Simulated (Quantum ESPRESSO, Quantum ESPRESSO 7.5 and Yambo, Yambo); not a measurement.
**Quasiparticle gap of InP (F-43m) in Yambo**

How does a plane-wave GW calculation on InP (F-43m) run from the first input to the gap?

Program: Quantum ESPRESSO 7.5 and Yambo 5.3.0. Level of theory: PBE and many-body steps on it, plane waves. Results are calculated unless marked as measured.

This is a report of a sequence of runs, with most program output left out.

## 1. The starting structure

Symmetry: F-43m, No. 216, cubic system. Conventional cell: a = 5.869 Å, b = 5.869 Å, c = 5.869 Å, α = 90.00°, β = 90.00°, γ = 90.00°. Nearest to In lie 4 P at 2.54 Å. Nearest to P lie 4 In at 2.54 Å. Farther neighbours are not listed.

The cell and positions come from the Crystallography Open Database and are kept as given unless a step says otherwise.

## 2. Ground state

This step: Quantum ESPRESSO 7.5; DFT, PBE with spin-orbit coupling, plane waves, norm-conserving pseudopotentials.

The ground-state density comes first.

Contents of pw.in:

```
&control
  calculation = 'scf'
  prefix = 'x'
  outdir = 'o'
  pseudo_dir = 'pseudo'
/
&system
  ibrav = 0
  nat = 2
  ntyp = 2
  ecutwfc = 80.0
  nbnd = 36
  force_symmorphic = .true.
  noncolin = .true.
  lspinorb = .true.
/
&electrons
  conv_thr = 1e-10
  electron_maxstep = 80
  mixing_beta = 0.5
/
ATOMIC_SPECIES
  In 114.82 In.upf
  P 30.974 P.upf
CELL_PARAMETERS angstrom
  -0.0000000000 2.9343500000 2.9343500000
  2.9343500000 -0.0000000000 2.9343500000
  2.9343500000 2.9343500000 -0.0000000000
ATOMIC_POSITIONS crystal
  In 0.0000000000 0.0000000000 0.0000000000
  P 0.2500000000 0.2500000000 0.2500000000
K_POINTS automatic
  6 6 6 0 0 0
```

The run is started by

```
$ OMP_NUM_THREADS=1 mpirun -n 4 pw.x -nk 4 -in pw.in > pw.out
```

The job ended after 25 s (4 MPI ranks of Arm Neoverse V1, shared host; peak memory 0.5 GiB).

This step gave:

| Item | Value |
| --- | --- |
| total energy | -5615.4590 eV |
| gap | 0.6593 eV |
| k of the valence top | 0, 0, 0 |
| k of the conduction bottom | 0, 0, 0 |
| least direct gap | 0.6593 eV |

The gap is direct, at Γ.

## 3. Bands along the symmetry lines

The cheap functional maps the bands first; the places of the edges decide which points the dearer methods must see.

Contents of pw.in:

```
&control
  calculation = 'bands'
  prefix = 'x'
  outdir = 'o'
  pseudo_dir = 'pseudo'
/
&system
  ibrav = 0
  nat = 2
  ntyp = 2
  ecutwfc = 80.0
  nbnd = 38
  force_symmorphic = .true.
  noncolin = .true.
  lspinorb = .true.
/
&electrons
  conv_thr = 1e-9
  electron_maxstep = 80
  diago_full_acc = .true.
  diago_thr_init = 5e-6
/
ATOMIC_SPECIES
  In 114.82 In.upf
  P 30.974 P.upf
CELL_PARAMETERS angstrom
  -0.0000000000 2.9343500000 2.9343500000
  2.9343500000 -0.0000000000 2.9343500000
  2.9343500000 2.9343500000 -0.0000000000
ATOMIC_POSITIONS crystal
  In 0.0000000000 0.0000000000 0.0000000000
  P 0.2500000000 0.2500000000 0.2500000000
K_POINTS crystal
  50
  0.00000000 0.00000000 0.00000000 1
  -0.06250000 -0.06250000 0.00000000 1
  -0.12500000 -0.12500000 0.00000000 1
  -0.18750000 -0.18750000 0.00000000 1
  -0.25000000 -0.25000000 0.00000000 1
  -0.31250000 -0.31250000 0.00000000 1
  -0.37500000 -0.37500000 0.00000000 1
  -0.43750000 -0.43750000 0.00000000 1
  -0.50000000 -0.50000000 0.00000000 1
  -0.48437500 -0.48437500 0.03125000 1
  -0.46875000 -0.46875000 0.06250000 1
  -0.45312500 -0.45312500 0.09375000 1
  -0.43750000 -0.43750000 0.12500000 1
  -0.42187500 -0.42187500 0.15625000 1
  -0.40625000 -0.40625000 0.18750000 1
  -0.39062500 -0.39062500 0.21875000 1
  -0.37500000 -0.37500000 0.25000000 1
  -0.37500000 0.00000000 0.37500000 1
  -0.32812500 0.00000000 0.32812500 1
  -0.28125000 0.00000000 0.28125000 1
  -0.23437500 0.00000000 0.23437500 1
  -0.18750000 0.00000000 0.18750000 1
  -0.14062500 0.00000000 0.14062500 1
  -0.09375000 0.00000000 0.09375000 1
  -0.04687500 0.00000000 0.04687500 1
  0.00000000 0.00000000 0.00000000 1
  0.00000000 0.00000000 0.06250000 1
  0.00000000 0.00000000 0.12500000 1
  0.00000000 0.00000000 0.18750000 1
  0.00000000 0.00000000 0.25000000 1
  0.00000000 0.00000000 0.31250000 1
  0.00000000 0.00000000 0.37500000 1
  0.00000000 0.00000000 0.43750000 1
  -0.00000000 -0.00000000 0.50000000 1
  -0.06250000 -0.03125000 0.46875000 1
  -0.12500000 -0.06250000 0.43750000 1
  -0.18750000 -0.09375000 0.40625000 1
  -0.25000000 -0.12500000 0.37500000 1
  -0.31250000 -0.15625000 0.34375000 1
  -0.37500000 -0.18750000 0.31250000 1
  -0.43750000 -0.21875000 0.28125000 1
  -0.50000000 -0.25000000 0.25000000 1
  -0.50000000 -0.28125000 0.21875000 1
  -0.50000000 -0.31250000 0.18750000 1
  -0.50000000 -0.34375000 0.15625000 1
  -0.50000000 -0.37500000 0.12500000 1
  -0.50000000 -0.40625000 0.09375000 1
  -0.50000000 -0.43750000 0.06250000 1
  -0.50000000 -0.46875000 0.03125000 1
  -0.50000000 -0.50000000 0.00000000 1
```

Run time: 24 s. Hardware: 4 MPI ranks; peak memory 0.35 GiB.

This step gave:

```yaml
gap: 0.6593 eV
k_of_the_valence_top: 0, 0, 0
k_of_the_conduction_bottom: 0, 0, 0
least_direct_gap: 0.6593 eV
```

The gap is 0.659 eV, as in the run before at this level.

Electronic bands along the path, in eV, zero at the top of the highest filled band:

```csv
point,band 23,band 24,band 25,band 26,band 27,band 28,band 29,band 30
Γ,0.00,0.00,0.00,0.00,0.66,0.66,3.75,3.75
halfway,-1.48,-1.48,-1.39,-1.39,2.45,2.45,3.09,3.09
X,-2.39,-2.39,-2.29,-2.29,1.74,1.74,2.24,2.24
halfway,-2.81,-2.73,-2.24,-2.23,2.00,2.02,2.83,2.86
U,-3.37,-3.28,-1.96,-1.96,2.33,2.33,4.34,4.36
jump to K,-3.37,-3.28,-1.96,-1.96,2.33,2.33,4.34,4.36
halfway,-2.08,-1.99,-0.61,-0.59,2.79,2.79,4.54,4.73
Γ,0.00,0.00,0.00,0.00,0.66,0.66,3.75,3.75
halfway,-0.64,-0.64,-0.55,-0.53,1.75,1.75,4.61,4.61
L,-1.06,-1.06,-0.94,-0.94,1.46,1.46,4.69,4.69
halfway,-2.76,-2.67,-1.69,-1.61,3.11,3.14,4.12,4.19
W,-3.05,-2.97,-2.91,-2.86,4.26,4.26,4.32,4.35
halfway,-2.76,-2.68,-2.62,-2.60,2.62,2.69,3.07,3.07
X,-2.39,-2.39,-2.29,-2.29,1.74,1.74,2.24,2.24
```

## 4. Empty states on the mesh, 4×4×4 mesh, 396 bands

The sums over transitions need many empty states on a uniform mesh; this step solves for them.

Contents of pw.in:

```
&control
  calculation = 'nscf'
  prefix = 'x'
  outdir = 'o'
  pseudo_dir = 'pseudo'
/
&system
  ibrav = 0
  nat = 2
  ntyp = 2
  ecutwfc = 80.0
  nbnd = 396
  force_symmorphic = .true.
  noncolin = .true.
  lspinorb = .true.
/
&electrons
  conv_thr = 1e-9
  electron_maxstep = 80
  diago_full_acc = .true.
  diago_thr_init = 5e-6
/
ATOMIC_SPECIES
  In 114.82 In.upf
  P 30.974 P.upf
CELL_PARAMETERS angstrom
  -0.0000000000 2.9343500000 2.9343500000
  2.9343500000 -0.0000000000 2.9343500000
  2.9343500000 2.9343500000 -0.0000000000
ATOMIC_POSITIONS crystal
  In 0.0000000000 0.0000000000 0.0000000000
  P 0.2500000000 0.2500000000 0.2500000000
K_POINTS automatic
  4 4 4 0 0 0
```

Run time: 1.8 min. Hardware: 4 MPI ranks; peak memory 1.3 GiB.

Numbers from this step:

```yaml
gap: 0.6593 eV
k_of_the_valence_top: 0, 0, 0
k_of_the_conduction_bottom: 0, 0, 0
least_direct_gap: 0.6593 eV
k_points_computed: 8
lowest_point_of_the_top_converged_band_above_the_valence_top: 124.5067 eV
```

On this mesh the gap is 0.659 eV.

## 5. Conversion and set-up

This step: Yambo 5.3.0; conversion and set-up on PBE with spin-orbit coupling, plane waves, norm-conserving pseudopotentials.

The states are converted to the many-body program's format and the q mesh is built.

The run is started by

```
$ (cd o/x.save; p2y > p2y.log; mv SAVE ../..); yambo > setup.log
```

Run time: 3.6 s. Hardware: 1 MPI rank; peak memory 0.25 GiB.

## 6. Screening and self-energy, 4×4×4 mesh, 396 bands, screening to 231.3 eV

Now the one-shot GW correction: screening in the RPA, then the self-energy of the levels asked for.

This step: G0W0 on PBE with spin-orbit coupling, plane waves, norm-conserving pseudopotentials.

Contents of gw4.in:

```
HF_and_locXC
gw0
dyson
ppa
em1d
rim_cut
RandQpts= 1000000
RandGvec= 1 RL
EXXRLvcs= 80 Ry
VXCRLvcs= 320 Ry
Chimod= "HARTREE"
% BndsRnXp
 1 | 396 |
%
NGsBlkXp= 17 Ry
% LongDrXp
 1 | 1 | 1 |
%
% GbndRnge
 1 | 396 |
%
DysSolver= "n"
ExtendOut
PPAPntXp= 27.21138 eV
% QPkrange
 1 | 1 | 23 | 30 |
%
```

The run is started by

```
$ OMP_NUM_THREADS=2 mpirun -n 2 yambo -F gw4.in -J gw4 -C gw4 > gw4.log
```

The job ended after 25 min (2 MPI ranks; peak memory 2 GiB; 88 min of CPU time).

This step gave:

```
G0W0 gap on the points computed              : 1.354 eV
starting gap on the mesh                     : 0.6593 eV
k of the valence top                         : 0, 0, 0
k of the conduction bottom                   : 0, 0, 0
least direct G0W0 gap on the computed points : 1.354 eV
Z at the valence top                         : 0.7802
Z at the conduction bottom                   : 0.7936
```

The gap on the mesh goes from 0.66 eV to 1.35 eV, a correction of +0.69 eV.

Limits: finite bands, cutoff and mesh; coarse k mesh. v1 is the top filled band, c1 the lowest empty one. Levels before and after the correction, in eV, zero at the valence-band top of each column:

```csv
,conduction bottom,valence top
Kohn-Sham,0.66,0.00
G0W0,1.35,0.00
```

```csv
,level,energy (eV)
Kohn-Sham,Γ v4-v1,0.000
Kohn-Sham,Γ c1-c2,0.659
Kohn-Sham,Γ c3-c4,3.748
G0W0,Γ v4-v1,0.000
G0W0,Γ c1-c2,1.354
G0W0,Γ c3-c4,4.571
```

## 7. Where the time went

Times are wall times on the hardware named with each run, good to a factor of about two.

```csv
step,time,share,memory (GiB)
ground state,25 s,1 %,0.5
bands along the symmetry lines,24 s,1 %,0.35
empty states on the mesh,1.8 min,7 %,1.3
conversion and set-up,3.6 s,0 %,0.25
screening and self-energy,25 min,90 %,2.0
```

## 8. Summary of results

```
PBE gap              : 0.66 eV, direct
G0W0 gap on the mesh : 1.35 eV
GW settings          : 4×4×4 mesh, 396 bands, screening to 231.3 eV, Godby-Needs plasmon pole
known limits         : not at the basis limit; coarse k mesh
```

G0W0 moves the gap on the mesh from 0.66 eV to 1.35 eV (+0.69 eV), with Z of 0.78 and 0.79 at the edges. Only 1 of the mesh's irreducible points was corrected, so a valley elsewhere could overtake. The dearest step here is «screening and self-energy». Bands and cutoff are finite, so the gap is not at the basis limit. The miss can reach some tenths of an eV and take either sign; the mesh is an error of its own. In the G0W0 run levels were corrected at 1 k point alone, so a gap called «on the mesh» is the least over those, and an edge elsewhere would be missed. The 4×4×4 mesh is coarse for this cell, which bears on the long-range parts of exchange and screening.

[Paths, hosts, dates, memory and timing lines, banners, echoed tables and standing remarks are left out of the program output.]

[Logs are printed without paths, hosts, clocks, repeated set-up lines and the standing remarks that a program may print on its own settings, such as how far it seeks lower states.]

[Runs of the session that timed out or met a known fault of the program may be left out.]

[Hosts, paths, dates, database ids (printed as entryN), source tags and the programs' standing remarks are cut or masked in the printed files.]
